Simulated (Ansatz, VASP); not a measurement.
# Sn32Te3Se29 (SnSe0.9Te0.1, orthorhombic SnSe-type solid solution): VASP beside Ansatz

One calculation is typed for both programs; each brings its own data sets. How far apart do they land? The cell is invented: As first built, before any earlier steps moved the atoms (in the runner's words): 1x4x2 conventional cells of the SnSe type (64 atoms: 29 Se, 32 Sn, 3 Te); Se/Te share their sites, the best of 600 random draws by like-pair counts in two shells; start lattice of SnSe; atoms moved at random by 0.02 A. It may not be a known or stable phase. Of the first pair: The structure shown is the start of the Ansatz relaxation below; VASP solves that cell, so the two are compared at the walk's first step.

Program: Ansatz 0.2.0. Level of theory: plane waves, with VASP 6.6.1 beside it; single point at PBE. Results are calculated unless marked as measured.

## (1) Set-up

The cell holds 64 atoms: 29 Se, 32 Sn and 3 Te. Its edges and angles: a = 11.370 Å, b = 16.744 Å, c = 8.878 Å, α = 90.0°, β = 90.0°, γ = 90.0°. It derives from SnSe (SnSe type, space group 62), repeated 1×4×2. As first built, before any earlier steps moved the atoms (in the runner's words): 1x4x2 conventional cells of the SnSe type (64 atoms: 29 Se, 32 Sn, 3 Te); Se/Te share their sites, the best of 600 random draws by like-pair counts in two shells; start lattice of SnSe; atoms moved at random by 0.02 A.

## (2) Ansatz: relaxation, PBE

Ansatz runs on its default PAW (the set named soft_2) files.

The two programs are compared at the cell with which this relaxation starts, whose forces are those of its first step.

input.yaml reads:

```yaml
crystal:
  lattice:
    - [11.37, 0.0, 0.0]
    - [0.0, 16.744, 0.0]
    - [0.0, 0.0, 8.878]
  atoms:
    - { symbol: Se, position: [0.85586, 0.06051, 0.24304] }
    - { symbol: Se, position: [0.64416, 0.18736, 0.48836] }
    - { symbol: Se, position: [0.35539, 0.06231, 0.00846] }
    - { symbol: Se, position: [0.85716, 0.06418, 0.74169] }
    - { symbol: Se, position: [0.6441, 0.18883, 0.98963] }
    - { symbol: Se, position: [0.35534, 0.06276, 0.50914] }
    - { symbol: Se, position: [0.14326, 0.18718, 0.75825] }
    - { symbol: Se, position: [0.85501, 0.31083, 0.24139] }
    - { symbol: Se, position: [0.64089, 0.43702, 0.49483] }
    - { symbol: Se, position: [0.35643, 0.31264, 0.00584] }
    - { symbol: Se, position: [0.14912, 0.43827, 0.25592] }
    - { symbol: Se, position: [0.85219, 0.31338, 0.73824] }
    - { symbol: Se, position: [0.35507, 0.3125, 0.51035] }
    - { symbol: Se, position: [0.14503, 0.43879, 0.75663] }
    - { symbol: Se, position: [0.85687, 0.56351, 0.24164] }
    - { symbol: Se, position: [0.64438, 0.6906, 0.49152] }
    - { symbol: Se, position: [0.35747, 0.5629, 0.00627] }
    - { symbol: Se, position: [0.14164, 0.68689, 0.2583] }
    - { symbol: Se, position: [0.85836, 0.56153, 0.7418] }
    - { symbol: Se, position: [0.35267, 0.56386, 0.51364] }
    - { symbol: Se, position: [0.14228, 0.68437, 0.75904] }
    - { symbol: Se, position: [0.85512, 0.81274, 0.24122] }
    - { symbol: Se, position: [0.64408, 0.93813, 0.49107] }
    - { symbol: Se, position: [0.35816, 0.81087, 0.0117] }
    - { symbol: Se, position: [0.14493, 0.93706, 0.25406] }
    - { symbol: Se, position: [0.85767, 0.81124, 0.74094] }
    - { symbol: Se, position: [0.64464, 0.93752, 0.99126] }
    - { symbol: Se, position: [0.35599, 0.81228, 0.50856] }
    - { symbol: Se, position: [0.14417, 0.93634, 0.75596] }
    - { symbol: Sn, position: [0.11726, 0.06066, 0.04888] }
    - { symbol: Sn, position: [0.3817, 0.18817, 0.30311] }
    - { symbol: Sn, position: [0.61778, 0.06326, 0.19925] }
    - { symbol: Sn, position: [0.88009, 0.18615, 0.45086] }
    - { symbol: Sn, position: [0.11956, 0.06168, 0.54742] }
    - { symbol: Sn, position: [0.38198, 0.18632, 0.80151] }
    - { symbol: Sn, position: [0.61762, 0.06403, 0.70369] }
    - { symbol: Sn, position: [0.87984, 0.18978, 0.95067] }
    - { symbol: Sn, position: [0.11875, 0.31348, 0.0497] }
    - { symbol: Sn, position: [0.3837, 0.43823, 0.30114] }
    - { symbol: Sn, position: [0.61875, 0.31151, 0.20111] }
    - { symbol: Sn, position: [0.87957, 0.43674, 0.45258] }
    - { symbol: Sn, position: [0.12151, 0.31362, 0.55123] }
    - { symbol: Sn, position: [0.381, 0.43881, 0.80331] }
    - { symbol: Sn, position: [0.61994, 0.31215, 0.70144] }
    - { symbol: Sn, position: [0.88458, 0.43735, 0.94598] }
    - { symbol: Sn, position: [0.11802, 0.56238, 0.05073] }
    - { symbol: Sn, position: [0.38367, 0.68821, 0.29957] }
    - { symbol: Sn, position: [0.61619, 0.56528, 0.19239] }
    - { symbol: Sn, position: [0.87933, 0.68834, 0.45015] }
    - { symbol: Sn, position: [0.11767, 0.56221, 0.55164] }
    - { symbol: Sn, position: [0.3812, 0.68913, 0.80043] }
    - { symbol: Sn, position: [0.61762, 0.56349, 0.70094] }
    - { symbol: Sn, position: [0.88152, 0.68642, 0.94983] }
    - { symbol: Sn, position: [0.11584, 0.81039, 0.05189] }
    - { symbol: Sn, position: [0.3812, 0.93642, 0.29785] }
    - { symbol: Sn, position: [0.62078, 0.81212, 0.20187] }
    - { symbol: Sn, position: [0.88273, 0.93975, 0.44817] }
    - { symbol: Sn, position: [0.11924, 0.81333, 0.55185] }
    - { symbol: Sn, position: [0.38173, 0.93694, 0.80076] }
    - { symbol: Sn, position: [0.6177, 0.81206, 0.69927] }
    - { symbol: Sn, position: [0.88276, 0.9372, 0.95087] }
    - { symbol: Te, position: [0.14391, 0.19009, 0.26216] }
    - { symbol: Te, position: [0.64328, 0.43711, 0.98923] }
    - { symbol: Te, position: [0.64586, 0.68754, 0.98982] }
kpoints:
  mp_grid: { grid: [2, 1, 2], shift: [0.5, 0.0, 0.5] }
hamiltonian:
  xc: pbe
scf:
  occupations: { method: fermi_dirac, width: 0.01 }
output:
  forces: true
  stress: true
relax:
  f_tol: 0.02
  max_steps: 45
  cell: { stress_tol: 0.1 }
```

Started as:

```
$ ansatz run input.yaml --threads 8 --pin off --max-ram 15360MiB --backend cpu --events-out ev --progress --plain --runs-dir out
```

Numbers of over 12 decimals in the logs are rounded to 6 here.

The log of the run:

```text
The last accepted step is kept in <dir> (removed where the run ends without a failure and the disk answers)
Engine: ansatz 0.2.0, aarch64-unknown-linux-gnu
Pseudopotentials: kind: paw
Pseudopotential: Se, paw, valence charge 16, recommended cutoff 420 eV (normal), Se.paw.azcp
Pseudopotential: Sn, paw, valence charge 14, recommended cutoff 420 eV (normal), Sn.paw.azcp
Pseudopotential: Te, paw, valence charge 16, recommended cutoff 420 eV (normal), Te.paw.azcp
Functional definition: PBE
  parameter kappa = 0.804
  parameter beta = 0.066725
  exchange = pbe_x(kappa = kappa, mu = beta*pi^2/3)
  correlation = pbe_c(beta = beta)
Crystal: 64 atoms, lattice volume = 1690.187 Å³
Basis set: ecut = 420 eV, 32931 PW (Γ), exchange–correlation on 160×240×120 points (8 copies of the dense FFT grid, shifted against one another)
Bands: 576, of which v1, the nominal top of the filled ones, is band 480 counted from 1 (479 counted from 0)
Symmetry: 1 space group operations
Space group: P1 (ITA 1), of the structure as read, at distance tolerance 1.2e-4 Å
k-points: 2 of 4 (time reversal used)
Non-local potential: Se, projectors of the file, l = 0: 2, l = 1: 2, l = 2: 3, l = 3: 1
Non-local potential: Sn, projectors of the file, l = 0: 2, l = 1: 2, l = 2: 2, l = 3: 2
Non-local potential: Te, projectors of the file, l = 0: 2, l = 1: 2, l = 2: 2, l = 3: 2
PAW form: soft (Blöchl's): semilocal exchange-correlation on the pseudo side does not see the compensation charge
PAW one-centre angular grid: Se, 590 points (default); XC on 64 Gauss nodes
PAW one-centre angular grid: Sn, 590 points (default); XC on 64 Gauss nodes
PAW one-centre angular grid: Te, 590 points (default); XC on 64 Gauss nodes
Initial density: superposition of atomic densities (neutral atoms: chi_scale 0, normalization atom), corrected by the library's trained network
Initial wavefunctions: pseudopotential atomic-orbital guess
Functional: x = pbe(κ = 0.804, μ = 0.219515), c = pbe(β = 0.066725)
SCF iter   1: F=—  HF=-372342.609347 eV  |F-HF|=—  |Δ(HF+E_count)|=         —  Δρ=1.52e-3  dr2=3.65e-2  ethr=1.77e-3  ⟨swp⟩=7.0  Hψ=4567  notcnv=0
preconditioner: auto → Resta (q_TF=auto, 2.483 Å⁻¹)  ε∞=2.9  [insulator: Δε(μ)=0.965 eV  Ē_g=16.778 eV  σ=0.010 eV  W_gap=1.00  n_scr=454 (ndim 8)  ℏωp=22.8 eV  f_vac=0.001  D(μ)=0.00/eV (n_scr^D=0)  ε∞_Penn≈2.9]
SCF iter   2: F=—  HF=-372342.580903 eV  |F-HF|=—  |Δ(HF+E_count)|=   2.84e-2  Δρ=8.10e-4  dr2=9.42e-3  ethr=3.80e-6  ⟨swp⟩=3.0  Hψ=2307  notcnv=0  defer=180
SCF iter   3: F=—  HF=-372342.583975 eV  |F-HF|=—  |Δ(HF+E_count)|=   3.07e-3  Δρ=2.96e-4  dr2=9.90e-4  ethr=9.81e-7  ⟨swp⟩=3.0  Hψ=1640  notcnv=0  defer=180
SCF iter   4: F=—  HF=-372342.583769 eV  |F-HF|=—  |Δ(HF+E_count)|=   2.05e-4  Δρ=1.13e-4  dr2=1.49e-4  ethr=1.03e-7  ⟨swp⟩=2.0  Hψ=1932  notcnv=0  defer=180
SCF iter   5: F=—  HF=-372342.583770 eV  |F-HF|=—  |Δ(HF+E_count)|=   4.71e-7  Δρ=2.19e-5  dr2=9.53e-6  ethr=1.55e-8  ⟨swp⟩=2.0  Hψ=1642  notcnv=0  defer=180
SCF iter   6: F=—  HF=-372342.583984 eV  |F-HF|=—  |Δ(HF+E_count)|=   2.14e-4  Δρ=8.92e-6  dr2=1.20e-6  ethr=9.93e-10  ⟨swp⟩=2.0  Hψ=1932  notcnv=0  defer=180
SCF iter   7: F=—  HF=-372342.583984 eV  |F-HF|=—  |Δ(HF+E_count)|=   4.17e-7  Δρ=1.68e-6  dr2=1.83e-7  ethr=1.25e-10  ⟨swp⟩=2.0  Hψ=1642  notcnv=0  defer=180
SCF iter   8: F=-372342.583984 eV  HF=-372342.583984 eV  |F-HF|=9.95e-9  |Δ(HF+E_count)|=   3.38e-9  Δρ=6.78e-7  dr2=2.20e-8  ethr=1.04e-11  ⟨swp⟩=4.0  Hψ=3908  notcnv=0
SCF 1 converged in 8 iterations: F = -372342.583984 eV  dr2 = 2.20e-8
  greatest PAW one-centre occupation: 1.000 electrons in one spin orbital (limit 2), on the Se atom at site 11 (counted from 0), in its partial waves of l = 2
relax step   1: F+E_penalty+E_count = -372342.58398420 eV  Δ(F+E_penalty+E_count) = +0.000e0 eV  max|allowed force component| = 1.707e0 eV/Å  Δτ_max = 0.0000 Å  P = +3.807 GPa  Ω = 1690.187 Å³  (8 SCF iters, dr2 threshold 1.00e-7 eV, accepted)
Crystal: 64 atoms, lattice volume = 1856.195 Å³
Basis set: ecut = 420 eV, 36307 PW (Γ), exchange–correlation on 160×240×120 points (8 copies of the dense FFT grid, shifted against one another)
Initial density: handed on by an earlier stage of this run
Initial wavefunctions: those handed on with the density
iter 1 solved again at ethr=1.43e-4 eV; its pass at ethr=3.10e-3 eV (dr2=1.38e0 eV) is discarded
SCF iter   1: F=—  HF=-372344.729513 eV  |F-HF|=—  |Δ(HF+E_count)|=         —  Δρ=5.41e-3  dr2=1.37e0  ethr=1.43e-4  ⟨swp⟩=6.0  Hψ=6398  notcnv=0
preconditioner: auto → Resta (q_TF=auto, 2.444 Å⁻¹)  ε∞=2.8  [insulator: Δε(μ)=1.004 eV  Ē_g=16.421 eV  σ=0.010 eV  W_gap=1.00  n_scr=470 (ndim 8)  ℏωp=21.8 eV  f_vac=0.009  D(μ)=0.00/eV (n_scr^D=0)  ε∞_Penn≈2.8]
SCF iter   2: F=—  HF=-372344.476588 eV  |F-HF|=—  |Δ(HF+E_count)|=   2.53e-1  Δρ=2.46e-3  dr2=2.21e-1  ethr=1.42e-4  ⟨swp⟩=5.0  Hψ=1857  notcnv=0
[...]
atom  12  Se     0.00180377    -0.00140582     0.00074747
  atom  13  Se    -0.00055563     0.00296326    -0.00041473
  atom  14  Se    -0.00306203    -0.00177473    -0.00341165
  atom  15  Se    -0.00418332    -0.00007684     0.00649309
  atom  16  Se     0.00248334     0.00603423    -0.00205225
  atom  17  Se    -0.00075045     0.00072789    -0.00081135
  atom  18  Se     0.00304148    -0.00118829    -0.00006492
  atom  19  Se     0.00183842    -0.00050464    -0.00004682
  atom  20  Se     0.00091463    -0.00138509    -0.00563856
  atom  21  Se    -0.00339253     0.00004010    -0.00220778
  atom  22  Se    -0.00197188     0.00311163     0.00251957
  atom  23  Se     0.00051851     0.00094080     0.00115054
  atom  24  Se    -0.00232034    -0.00239895     0.00093840
  atom  25  Se     0.00136652    -0.00055007     0.00017879
  atom  26  Se     0.00203118     0.00073956    -0.00072570
  atom  27  Se     0.00025892     0.00229158     0.00501587
  atom  28  Se    -0.00036081    -0.00261620    -0.00420446
  atom  29  Se    -0.00052666    -0.00014501    -0.00142909
  atom  30  Sn     0.00303706    -0.00261640    -0.00044215
  atom  31  Sn     0.00144979    -0.00046426     0.00397479
  atom  32  Sn    -0.00067473    -0.00001716    -0.00579818
  atom  33  Sn     0.00207619    -0.00024267    -0.00656405
  atom  34  Sn    -0.00064878    -0.00172675     0.00257939
  atom  35  Sn     0.00343339    -0.00114407     0.00187891
[...]
atom  57  Sn     0.00264612    -0.00412440    -0.00387764
  atom  58  Sn    -0.00177355     0.00151622     0.00381398
  atom  59  Sn     0.00225133     0.00266612     0.00071940
  atom  60  Sn    -0.00197627    -0.00486278     0.00032372
  atom  61  Sn     0.00209628    -0.00084113     0.00006590
  atom  62  Te    -0.00635107     0.00450618     0.00111645
  atom  63  Te     0.00104041    -0.01146311    -0.00086822
  atom  64  Te     0.00036875     0.00609447    -0.00040969
  max |Σ_I F_I| component: 1.96e-6 eV/Å
--- Stress (GPa, compression-positive) ---
       -0.001344       0.000868       0.001661
        0.000868      -0.000110      -0.002836
        0.001661      -0.002836       0.000737
  P = ⅓ Tr σ = -0.0002 GPa (-0.002 kbar)
--- Relaxed structure (6 steps of the walk, 6 accepted, 1 SCFs on fresh bases) ---
  F+E_penalty+E_count = -372344.89285814 eV   max|allowed force component| = 1.146e-2 eV/Å   (the final SCF, on the basis selected at the relaxed cell)
  cell:  # Å, volume = 1844.3127 Å³
    - [11.775742, -0.000216408, -0.00656201]
    - [-0.000318693, 16.959547, 0.000926988]
    - [-0.0051238, 0.000491507, 9.234899]
  atoms:
    - { symbol: Se, position: [0.854309, 0.062485, 0.236448] }
    - { symbol: Se, position: [0.643359, 0.185452, 0.489544] }
    - { symbol: Se, position: [0.354148, 0.061615, 0.0096713] }
    - { symbol: Se, position: [0.855474, 0.062545, 0.741968] }
    - { symbol: Se, position: [0.644687, 0.186487, 0.989663] }
    - { symbol: Se, position: [0.356575, 0.060846, 0.516542] }
    - { symbol: Se, position: [0.144074, 0.187280, 0.760372] }
    - { symbol: Se, position: [0.852915, 0.311125, 0.240096] }
    - { symbol: Se, position: [0.645488, 0.435821, 0.489498] }
    - { symbol: Se, position: [0.352249, 0.313573, 0.00914141] }
    - { symbol: Se, position: [0.143596, 0.438634, 0.259125] }
    - { symbol: Se, position: [0.856846, 0.311011, 0.736669] }
    - { symbol: Se, position: [0.356238, 0.313768, 0.515180] }
    - { symbol: Se, position: [0.142004, 0.439462, 0.760349] }
    - { symbol: Se, position: [0.853372, 0.562525, 0.242611] }
    - { symbol: Se, position: [0.645494, 0.689751, 0.488657] }
    - { symbol: Se, position: [0.351785, 0.563285, 0.012438] }
    - { symbol: Se, position: [0.143497, 0.687824, 0.260936] }
    - { symbol: Se, position: [0.858232, 0.562951, 0.730305] }
    - { symbol: Se, position: [0.353970, 0.562832, 0.509273] }
    - { symbol: Se, position: [0.142183, 0.687781, 0.758955] }
    - { symbol: Se, position: [0.854459, 0.814343, 0.239363] }
    - { symbol: Se, position: [0.647452, 0.939641, 0.488706] }
    - { symbol: Se, position: [0.353432, 0.811881, 0.012568] }
    - { symbol: Se, position: [0.144718, 0.936327, 0.259827] }
    - { symbol: Se, position: [0.857328, 0.814437, 0.735509] }
    - { symbol: Se, position: [0.644374, 0.938669, 0.988910] }
    - { symbol: Se, position: [0.354942, 0.812460, 0.510179] }
    - { symbol: Se, position: [0.146220, 0.935661, 0.761652] }
    - { symbol: Sn, position: [0.120365, 0.055077, 0.051039] }
    - { symbol: Sn, position: [0.389933, 0.187119, 0.323288] }
    - { symbol: Sn, position: [0.620755, 0.062497, 0.188936] }
    - { symbol: Sn, position: [0.879334, 0.186615, 0.437390] }
    - { symbol: Sn, position: [0.121655, 0.061623, 0.563486] }
    - { symbol: Sn, position: [0.377565, 0.187618, 0.812292] }
    - { symbol: Sn, position: [0.621707, 0.061958, 0.690471] }
    - { symbol: Sn, position: [0.879601, 0.187333, 0.940524] }
    - { symbol: Sn, position: [0.119290, 0.319170, 0.051583] }
    - { symbol: Sn, position: [0.377950, 0.437789, 0.311644] }
    - { symbol: Sn, position: [0.619672, 0.305192, 0.198139] }
    - { symbol: Sn, position: [0.879603, 0.436669, 0.438381] }
    - { symbol: Sn, position: [0.121252, 0.312573, 0.562074] }
    - { symbol: Sn, position: [0.377605, 0.438645, 0.811896] }
    - { symbol: Sn, position: [0.622233, 0.311271, 0.688604] }
    - { symbol: Sn, position: [0.889552, 0.437758, 0.927720] }
    - { symbol: Sn, position: [0.119345, 0.563529, 0.061117] }
    - { symbol: Sn, position: [0.378082, 0.687676, 0.310259] }
    - { symbol: Sn, position: [0.619208, 0.563079, 0.209934] }
    - { symbol: Sn, position: [0.879727, 0.688583, 0.437754] }
    - { symbol: Sn, position: [0.119959, 0.563384, 0.558919] }
    - { symbol: Sn, position: [0.377559, 0.687527, 0.813258] }
    - { symbol: Sn, position: [0.622682, 0.562874, 0.685553] }
    - { symbol: Sn, position: [0.890960, 0.688041, 0.927347] }
    - { symbol: Sn, position: [0.120201, 0.811987, 0.060927] }
    - { symbol: Sn, position: [0.378927, 0.937328, 0.313032] }
    - { symbol: Sn, position: [0.620277, 0.820317, 0.198501] }
    - { symbol: Sn, position: [0.881987, 0.938559, 0.436953] }
    - { symbol: Sn, position: [0.120891, 0.812629, 0.560088] }
    - { symbol: Sn, position: [0.380558, 0.936609, 0.812549] }
    - { symbol: Sn, position: [0.622709, 0.814533, 0.687077] }
    - { symbol: Sn, position: [0.879010, 0.937787, 0.939450] }
    - { symbol: Te, position: [0.139390, 0.187058, 0.265032] }
    - { symbol: Te, position: [0.638545, 0.437309, 0.985369] }
    - { symbol: Te, position: [0.639815, 0.688560, 0.985310] }
```

(Continued in part 2 of 3.)

[Lines on the potential files, build, host, timing and source positions are cut from VASP's logs without a mark.]

[Logs are printed without paths, hosts, clocks, repeated set-up lines and the standing remarks that a program may print on its own settings, such as how far it seeks lower states.]

[Hosts, paths, dates, database ids (printed as entryN), source tags and the programs' standing remarks are cut or masked in the printed files.]
